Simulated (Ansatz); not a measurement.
# Co: the cost of one run

Computed with Ansatz 0.2.0 (DFT PBE, PAW, plane waves, scalar-relativistic, unless a step's input says otherwise).

The COD cell was measured well above room temperature, so it is larger than a cold one.

## 1. The structure to begin with

The structure is cubic, space group Fm-3m (No. 225). The conventional cell has a = 3.583 Å, b = 3.583 Å, c = 3.583 Å, α = 90.00°, β = 90.00°, γ = 90.00°. Co (site symmetry m-3m) has 12 Co at 2.53 Å as nearest neighbours.

Coordinates:

```
CELL_PARAMETERS angstrom
0.00000 1.79170 1.79170
3.58340 0.00000 3.58340
1.79170 1.79170 0.00000
ATOMIC_POSITIONS crystal
Co 0.00000 0.00000 0.00000
Co 0.00000 0.50000 0.00000
```

In tables a label like Co2 counts atoms in the order of input.yaml; a structure file may count by element.

First come: parallel moments, plain SCF; opposed moments +-, plain SCF; no spin polarisation; spin on, no moments given (the program may seed its own), plain SCF. Further starts follow from what these give.

A plain SCF has the search for lower states switched off and ends at the first converged state. Ends within 0.2 meV/atom and 0.1 μB count as one state.

Moments by site are taken inside atomic spheres; the rest lies between them.

## 2. Parallel moments, plain SCF

input.yaml reads:

```yaml
crystal:
  lattice:
    - [0.0, 1.7917, 1.7917]
    - [3.5834, 0.0, 3.5834]
    - [1.7917, 1.7917, 0.0]
  atoms:
    - { symbol: Co, position: [0.0, 0.0, 0.0], spin: 3.0 }
    - { symbol: Co, position: [0.0, 0.5, 0.0], spin: 3.0 }
magnetization:
  spin_polarized: true
hamiltonian:
  xc: pbe
  pseudopotentials: { kind: paw }
basis:
  ecutwfc: 420
kpoints:
  mp_grid: { grid: [12, 6, 12] }
scf:
  occupations: { method: fermi_dirac, width: 0.05 }
  lower_state_search: "off"
output:
  forces: true
  stress: true
  write_density: true
  write_potential: true
  elf: true
  volumetric_format: npy
```

Launch:

```sh
ansatz run input.yaml --threads 2 --pin off --max-ram 5120MiB --backend cpu --events-out ev --progress --plain --runs-dir out
```

**Question.** How long does this run take on 2 threads of Arm Neoverse V1, shared host, and how much memory does it need?

About 5.2 s, with a peak of 0.34 GiB.
